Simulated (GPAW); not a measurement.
# Ge: equation of state with r2SCAN

Crystal: Ge.

```xyz
1
Lattice="1.3971 -2.6005 0.0000 1.3971 2.6005 0.0000 0.0000 0.0000 2.6982" Properties=species:S:1:pos:R:3 pbc="T T T"
Ge    1.3971    0.0000    0.0000
```

This isn't the form of Ge at room conditions, which is diamond.

```yaml
Program: GPAW 26.7.0
Task: equation of state
Functional: r2SCAN
Potentials_or_basis: GPAW PAW data sets (gpaw-data 1.2.1)
Cutoff: 600 eV
Basis: pw
k_mesh: 11 × 11 × 10
Occupations: fermi-dirac, width 0.05 eV
Spin: no spin polarisation
Maxiter: 150
Eos_scales: "[0.94, 0.96, 0.98, 1.0, 1.02, 1.04, 1.06]"
```

The equilibrium volume is 18.64 Å³/atom (rough: see the caveat) and the bulk modulus at fixed shape and positions is 75 GPa (rough).

Energy against volume, from the lowest point:
```
volume (Å³/atom)  energy (meV/atom)
          18.431               0.13
          18.823               0.00
          19.215               3.52
          19.607              10.32
          19.999              20.17
          20.391              32.68
          20.783              47.56
```

Wall time 12 min on 1 thread of Arm Neoverse V1 (shared host), peak memory 0.43 GiB.

Caveat: the points scatter about the fit; the cell was scaled at fixed shape and fractional positions, which overstates the stiffness of a crystal with free parameters, most of all of layers and chains; the PAW data sets were made with another functional, which shifts forces and pressure a little.
